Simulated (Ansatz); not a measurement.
Consider the hydrogenolysis of a C–O bond: `CCC(C)(C)OC(C)=O` + H₂ → `CCC(C)C` + `CC(=O)O`.

Calculated with Ansatz (gas phase, PBE0-D4/def2-TZVP geometries, no zero-point term in ΔE). CBS: MP2 limit from def2 TZ/QZ plus the TZ coupled-cluster correction, frozen cores. This one scheme is used for every species. DFT in def2-TZVPP. B3LYP here is the variant with VWN-RPA as its local correlation; programs differ in this. HSE06 is defined as in plane-wave codes. Each species was taken in one conformer, which may not be the lowest.

```json
{"level": "LDA (SPW92)", "ΔE (kJ/mol)": "-68.5", "difference from CCSD(T)/CBS": "7.8"}
{"level": "PBE-D4", "ΔE (kJ/mol)": "-79.1", "difference from CCSD(T)/CBS": "-2.8"}
{"level": "revPBE-D4", "ΔE (kJ/mol)": "-71.9", "difference from CCSD(T)/CBS": "4.4"}
{"level": "BLYP-D4", "ΔE (kJ/mol)": "-72.1", "difference from CCSD(T)/CBS": "4.2"}
{"level": "r2SCAN-D4", "ΔE (kJ/mol)": "-74.4", "difference from CCSD(T)/CBS": "1.9"}
{"level": "B97M-V", "ΔE (kJ/mol)": "-79.0", "difference from CCSD(T)/CBS": "-2.7"}
{"level": "PBE0-D4", "ΔE (kJ/mol)": "-83.6", "difference from CCSD(T)/CBS": "-7.3"}
{"level": "B3LYP-D4", "ΔE (kJ/mol)": "-77.6", "difference from CCSD(T)/CBS": "-1.3"}
{"level": "r2SCANh-D4", "ΔE (kJ/mol)": "-76.8", "difference from CCSD(T)/CBS": "-0.5"}
{"level": "r2SCAN0-D4", "ΔE (kJ/mol)": "-80.2", "difference from CCSD(T)/CBS": "-3.9"}
{"level": "BHLYP-D4", "ΔE (kJ/mol)": "-82.0", "difference from CCSD(T)/CBS": "-5.7"}
{"level": "CAM-B3LYP-D4", "ΔE (kJ/mol)": "-77.7", "difference from CCSD(T)/CBS": "-1.4"}
{"level": "ωB97X-V", "ΔE (kJ/mol)": "-75.4", "difference from CCSD(T)/CBS": "0.9"}
{"level": "ωB97M-V", "ΔE (kJ/mol)": "-76.4", "difference from CCSD(T)/CBS": "-0.1"}
{"level": "B2PLYP", "ΔE (kJ/mol)": "-87.9", "difference from CCSD(T)/CBS": "-11.6"}
{"level": "PBE-QIDH", "ΔE (kJ/mol)": "-86.2", "difference from CCSD(T)/CBS": "-9.9"}
{"level": "PBE", "ΔE (kJ/mol)": "-92.4", "difference from CCSD(T)/CBS": "-16.1"}
{"level": "revPBE", "ΔE (kJ/mol)": "-103.6", "difference from CCSD(T)/CBS": "-27.3"}
{"level": "BLYP", "ΔE (kJ/mol)": "-98.2", "difference from CCSD(T)/CBS": "-21.9"}
{"level": "r2SCAN", "ΔE (kJ/mol)": "-79.2", "difference from CCSD(T)/CBS": "-2.9"}
{"level": "PBE0", "ΔE (kJ/mol)": "-95.6", "difference from CCSD(T)/CBS": "-19.3"}
{"level": "B3LYP", "ΔE (kJ/mol)": "-97.8", "difference from CCSD(T)/CBS": "-21.5"}
{"level": "r2SCAN0", "ΔE (kJ/mol)": "-85.5", "difference from CCSD(T)/CBS": "-9.2"}
{"level": "HSE06", "ΔE (kJ/mol)": "-95.8", "difference from CCSD(T)/CBS": "-19.5"}
{"level": "BHLYP", "ΔE (kJ/mol)": "-97.4", "difference from CCSD(T)/CBS": "-21.1"}
{"level": "LC-ωPBE", "ΔE (kJ/mol)": "-92.4", "difference from CCSD(T)/CBS": "-16.1"}
{"level": "RPA@PBE/def2-TZVPP", "ΔE (kJ/mol)": "-70.8", "difference from CCSD(T)/CBS": "5.5"}
{"level": "CCSD/def2-SVP", "ΔE (kJ/mol)": "-77.6", "difference from CCSD(T)/CBS": "-1.3"}
{"level": "CCSD(T)/def2-SVP", "ΔE (kJ/mol)": "-70.0", "difference from CCSD(T)/CBS": "6.3"}
{"level": "HF/def2-TZVPP", "ΔE (kJ/mol)": "-107.6", "difference from CCSD(T)/CBS": "-31.3"}
{"level": "MP2/def2-TZVPP", "ΔE (kJ/mol)": "-74.9", "difference from CCSD(T)/CBS": "1.4"}
{"level": "SCS-MP2/def2-TZVPP", "ΔE (kJ/mol)": "-79.8", "difference from CCSD(T)/CBS": "-3.5"}
{"level": "CCSD/def2-TZVPP", "ΔE (kJ/mol)": "-83.9", "difference from CCSD(T)/CBS": "-7.6"}
{"level": "CCSD(T)/def2-TZVPP", "ΔE (kJ/mol)": "-75.7", "difference from CCSD(T)/CBS": "0.6"}
{"level": "HF/def2-QZVPP", "ΔE (kJ/mol)": "-107.7", "difference from CCSD(T)/CBS": "-31.4"}
{"level": "MP2/def2-QZVPP", "ΔE (kJ/mol)": "-75.2", "difference from CCSD(T)/CBS": "1.1"}
{"level": "SCS-MP2/def2-QZVPP", "ΔE (kJ/mol)": "-80.5", "difference from CCSD(T)/CBS": "-4.2"}
{"level": "HF/CBS(def2)", "ΔE (kJ/mol)": "-107.7", "difference from CCSD(T)/CBS": "-31.4"}
{"level": "MP2/CBS(def2)", "ΔE (kJ/mol)": "-75.4", "difference from CCSD(T)/CBS": "0.9"}
{"level": "CCSD/CBS(def2)", "ΔE (kJ/mol)": "-84.4", "difference from CCSD(T)/CBS": "-8.1"}
{"level": "CCSD(T)/CBS", "ΔE (kJ/mol)": "-76.3", "difference from CCSD(T)/CBS": "0"}
```

Largest T1 diagnostic among the species: 0.015.

In def2-TZVPP, CCSD(T) changes the Hartree–Fock value by +31.9 kJ/mol (the triples alone add +8.2 kJ/mol) and MP2 by +32.7 kJ/mol. At CCSD(T), def2-SVP lies +6.3 kJ/mol from the extrapolated value and def2-TZVPP +0.6 kJ/mol. From PBE to PBE0 (25 % exact exchange), in def2-TZVPP and without D4, ΔE moves by −3.2 kJ/mol.

CCSD(T)/CBS has its own doubt, a few kJ/mol and more with outer-core shells, so smaller differences from it don't rank the levels.
